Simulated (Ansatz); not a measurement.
Wanted: the native input for an Ansatz 0.2.0 run.

```
Task                : relaxation of cell and atoms
Functional          : LDA
Potentials or basis : all-electron LAPW, scalar-relativistic
Basis error allowed : 0.001 eV/atom
k mesh              : 11 × 11 × 11
Occupations         : fermi-dirac, width 0.05 eV
Spin                : no spin polarisation
```

Sn:

```
Sn
1.0
    -1.72654    1.77555    2.33834
     1.72654   -1.77555    2.33834
     1.72654    1.77555   -2.33834
Sn
1
Direct
  0.00000 0.00000 0.00000
```

This isn't the form of Sn at room conditions, which is tetragonal (white tin).

These files were run (other wordings do the same):

input.yaml

```yaml
crystal:
  lattice:
    - [-1.726539, 1.775547, 2.338342]
    - [1.726539, -1.775547, 2.338342]
    - [1.726539, 1.775547, -2.338342]
  atoms:
    - { symbol: Sn, position: [0.0, 0.0, 0.0] }
kpoints:
  mp_grid: { grid: [11, 11, 11] }
scf:
  occupations: { method: fermi_dirac, width: 0.05 }
hamiltonian:
  xc: lda
  pseudopotentials: { kind: all_electron, lapw: { basis_error: 0.001 } }
output:
  forces: true
  stress: true
relax:
  f_tol: 0.01
  max_steps: 60
  cell: {}
```

Potentials or basis: all-electron LAPW, scalar-relativistic.

Command:

```sh
$ ansatz run input.yaml --threads 1 --pin off --max-ram 3072MiB --backend cpu --events-out ev --progress --plain --runs-dir out
```

Results of the run:

```
Relaxed volume                         : 25.91 Å³/atom
Relaxed cell                           : a = 3.300 Å, b = 3.300 Å, c = 3.300 Å, α = 118.63°, β = 118.63°, γ = 92.38°
Space group after relaxing (to 0.05 Å) : I4/mmm (No. 139)
Energy gained by relaxing              : 48.4 meV/atom
Ionic steps                            : 6
Pressure after relaxing                : 0.0 GPa
```

Run time: 40 s on 1 thread of Arm Neoverse V2 (shared host), peak memory 0.36 GiB.
